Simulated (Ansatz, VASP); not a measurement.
## One calculation of B, two programs

```
CELL_PARAMETERS angstrom
3.03399 0.57220 -0.11016
1.14012 3.01265 -0.19218
0.11644 0.15773 3.16482
ATOMIC_POSITIONS crystal
B 0.62201 0.85692 0.48673
B 0.62184 0.10434 0.98677
B 0.25848 0.53862 0.62352
B 0.25832 0.78603 0.12354
```

Alike in both runs: functional PBE; k mesh 6 × 6 × 6; occupations gaussian, width 0.1 eV; no spin polarisation.

Ansatz relaxed the structure, and its values are those at the end. VASP's run is a single point on that final structure, the one shown.

|  | VASP | Ansatz |
| --- | --- | --- |
| version | VASP 6.6.1 | Ansatz 0.2.0 |
| potentials or method | VASP PAW PBE potentials, release 64 (B) | scalar-relativistic, plane waves, PAW |
| plane-wave cutoff (eV) | 520 | 420 |
| valence electrons in the cell | 12 | 12 |

```tsv
	VASP	Ansatz	Ansatz less VASP
gap on the k mesh at the Fermi level (eV)	0.13	0.13	+0.002
least direct gap on the mesh (eV)	1.15	1.15	+0.001
pressure (GPa)	0.0	0.0	+0.01
```

The functional is the same, so the differences come from potentials, cutoffs and numerics.
